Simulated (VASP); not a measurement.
# Au (I4/mmm) in VASP: further runs, part 2 of 2

VASP 6.6.1. Earlier steps stand in the parts before.

## 4. Single point, PBE (strain -0.050 along x and y, +0.050 along z, atoms carried along)

Contents of INCAR:

```
PREC = Accurate ; ENCUT = 520
EDIFF = 1E-6 ; ISMEAR = 0
SIGMA = 0.15 ; LREAL = False
LASPH = True ; NELM = 100
ALGO = Fast ; ISIF = 2
LWAVE = False ; LCHARG = False
GGA = PE ; NBANDS = 12
```

Contents of KPOINTS:

```
Automatic mesh
0
Gamma
  20 20 20
```

Contents of POSCAR:

```
Au
1.0
    0.0000000000      1.9432250000      2.1477750000
    1.9432250000      0.0000000000      2.1477750000
    1.9432250000      1.9432250000      0.0000000000
Au
1
Direct
    0.0000000000      0.0000000000      0.0000000000
```

Potentials or basis: VASP PAW PBE potentials, release 64 (Au).

Launch:

```console
$ cat potpaw_PBE.64/Au/POTCAR > POTCAR
$ mpirun -np 1 vasp_std > vasp.out
```

OUTCAR:

```text
PREC = Accurate
   ENCUT = 520
   EDIFF = 1E-6
   ISMEAR = 0
   LREAL = False
   LASPH = True
   NELM = 100
   ISIF = 2
   GGA = PE

 ion  position               nearest neighbor table
   1  0.000  0.000  0.000-

  LATTYP: Found a body centered tetragonal cell.
 ALAT       =     2.7481351497
 C/A-ratio  =     1.5630781479

  Lattice vectors:

 A1 = (  -1.9432250000,   0.0000000000,   2.1477750000)
 A2 = (   1.9432250000,   0.0000000000,   2.1477750000)
 A3 = (   0.0000000000,   1.9432250000,  -2.1477750000)

Analysis of symmetry for initial positions (statically):
=====================================================================
 Subroutine PRICEL returns:
 Original cell was already a primitive cell.

 Routine SETGRP: Setting up the symmetry group for a
 body centered tetragonal supercell.

 Subroutine GETGRP returns: Found 16 space group operations
 (whereof 16 operations were pure point group operations)
 out of a pool of 16 trial point group operations.

The static configuration has the point symmetry D_4h.

Analysis of symmetry for dynamics (positions and initial velocities):
=====================================================================
 Subroutine PRICEL returns:
 Original cell was already a primitive cell.

 Routine SETGRP: Setting up the symmetry group for a
 body centered tetragonal supercell.

 Subroutine GETGRP returns: Found 16 space group operations
 (whereof 16 operations were pure point group operations)
 out of a pool of 16 trial point group operations.

The dynamic configuration has the point symmetry D_4h.

 Subroutine INISYM returns: Found 16 space group operations
 (whereof 16 operations are pure point group operations),
 and found     1 'primitive' translations

----------------------------------------------------------------------------------------

                                     Primitive cell

[... 116 lines left out ...]
   IVDW    =     0    specifies the selected vdW correction
   LEPSILON=     F    determine dielectric tensor
   LRPA    =     F    only Hartree local field effects (RPA)
 non-spin polarized calculation
 RMM-DIIS sequential band-by-band and
 Gauss-broadening in eV      SIGMA  =   0.15
  energy-cutoff  :      520.00
  volume of cell :       16.22
 maximum number of plane-waves:       453
 NGX is ok and might be reduce to    24
   NGX = 11   NGY = 11   NGZ = 11

 number of electron      11.0000000 magnetization

 Free energy of the ion-electron system (eV)
  ---------------------------------------------------
  ext. energy  EPLUGINS =         0.00000000
  ---------------------------------------------------
  free energy    TOTEN  =        -3.11261728 eV

  energy without entropy =       -3.10983883  energy(sigma->0) =       -3.11122805

 E-fermi :  10.3699     XC(G=0): -13.0136

 val. band max:       10.3457213167   @ k =   0.5000   0.4500   0.0000
 cond. band min:      10.3707494720   @ k =   0.5000   0.3500   0.0500
 fundamental gap:      0.0250281553
 Fermi energy:        10.3698957425

 k-point     1 :       0.0000    0.0000    0.0000
  band No.  band energies     occupation
      1      -0.0665      2.00000
      2       4.7014      2.00000
      3       5.7257      2.00000
      4       5.7257      2.00000
      5       6.3952      2.00000
      6       7.5151      2.00000
      7      24.9194      0.00000
      8      27.8100      0.00000
      9      29.6897      0.00000
     10      29.6897      0.00000
     11      34.2822      0.00000
     12      37.9517      0.00000
[... 331 lines left out ...]
 k-point    24 :      -0.3500    0.0500    0.0000
  band No.  band energies     occupation
      1       2.5888      2.00000
      2       4.9758      2.00000
      3       5.9202      2.00000
      4       6.5329      2.00000
      5       7.6484      2.00000
      6       8.4348      2.00000
      7      17.1282      0.00000
      8      24.3254      0.00000
      9      27.9222      0.00000
     10      30.6014      0.00000
     11      33.2253      0.00000
     12      35.0709      0.00000

 [... further k-points ...]

------------------------ aborting loop because EDIFF is reached ----------------------------------------

  FORCE on cell =-STRESS in cart. coord.  units (eV):
  Direction    XX          YY          ZZ          XY          YZ          ZX
  --------------------------------------------------------------------------------------
  -------------------------------------------------------------------------------------
  Total        2.1999681      2.1999681      1.5808124      0.0000000     -0.0000000      0.0000000
  in kB      217.3011386    217.3011386    156.1442347      0.0000000     -0.0000000      0.0000000
  external PRESSURE =     196.9155040 kB  Pullay stress =       0.0000000 kB

 VOLUME and BASIS-vectors are now :
 -----------------------------------------------------------------------------
  energy-cutoff  :      520.00
  volume of cell :       16.22
      direct lattice vectors                 reciprocal lattice vectors
     0.000000000  1.943225000  2.147775000    -0.257304224  0.257304224  0.232799059
     1.943225000  0.000000000  2.147775000     0.257304224 -0.257304224  0.232799059
     1.943225000  1.943225000  0.000000000     0.257304224  0.257304224 -0.232799059

 POSITION                                       TOTAL-FORCE (eV/Angst)
 -----------------------------------------------------------------------------------
      0.00000      0.00000      0.00000         0.000000      0.000000      0.000000
 -----------------------------------------------------------------------------------
    total drift:                                0.000000      0.000000     -0.000000

  FREE ENERGIE OF THE ION-ELECTRON SYSTEM (eV)
  ---------------------------------------------------
  free  energy   TOTEN  =        -3.1126172813 eV

  energy  without entropy=       -3.1098388254  energy(sigma->0) =       -3.11122805
```

OSZICAR:

```text
N       E                     dE             d eps       ncg     rms          rms(c)
DAV:   1     0.502363146534E+02    0.50236E+02   -0.56320E+03 15928   0.822E+02
DAV:   2    -0.268700885540E+01   -0.52923E+02   -0.49982E+02 18144   0.190E+02
DAV:   3    -0.337957376521E+01   -0.69256E+00   -0.69135E+00 18524   0.209E+01
DAV:   4    -0.338186506228E+01   -0.22913E-02   -0.22912E-02 18240   0.138E+00
DAV:   5    -0.338188109977E+01   -0.16037E-04   -0.16037E-04 18812   0.110E-01    0.110E+01
RMM:   6    -0.313809070882E+01    0.24379E+00   -0.26480E-01 15464   0.434E+00    0.677E+00
RMM:   7    -0.311509870865E+01    0.22992E-01   -0.45480E-02 16506   0.198E+00    0.286E+00
RMM:   8    -0.311263767588E+01    0.24610E-02   -0.45375E-03 17094   0.574E-01    0.336E-01
RMM:   9    -0.311261230851E+01    0.25367E-04   -0.43077E-04 18311   0.178E-01    0.119E-01
RMM:  10    -0.311261512442E+01   -0.28159E-05   -0.67000E-05 17785   0.613E-02    0.654E-02
RMM:  11    -0.311261724596E+01   -0.21215E-05   -0.15378E-05 17120   0.250E-02    0.114E-02
RMM:  12    -0.311261728133E+01   -0.35368E-07   -0.14115E-06 14089   0.754E-03
   1 F= -.31126173E+01 E0= -.31112281E+01  d E =-.277846E-02
```

Wall time 38 s (1 thread of Intel Xeon 6975P-C (Granite Rapids), shared host); peak memory 0.23 GiB.

Results:

```
Free energy            : -3.1126 eV
Pressure               : 19.7 GPa
Band gap on the k mesh : none (metal or under the smearing width)
```

Stress tensor (GPa, compression positive):
```
21.73  0.00  0.00
 0.00 21.73  0.00
 0.00  0.00 15.61
```

Caveat: so large a pressure means that the cell lies far from this level's equilibrium, or that cutoff or potentials fall short.

## 5. Summary

```csv
cell,gap on the mesh (eV),pressure (GPa)
"strain -0.050 along x and y, +0.025 along z, atoms carried along",none,25.6
"strain +0.050 along x and y, -0.050 along z, atoms carried along",none,0.4
"strain -0.050 along x and y, +0.050 along z, atoms carried along",none,19.7
```

Alike in all rows: task single point; level PBE; potentials or basis VASP PAW PBE potentials, release 64 (Au); no spin polarisation; k mesh 20 × 20 × 20; cutoff (eV) 520; smearing gaussian 0.15 eV.

Caveats: so large a pressure means that the cell lies far from this level's equilibrium, or that cutoff or potentials fall short (some runs).

Absolute energies hang on the potentials; compare differences alone.
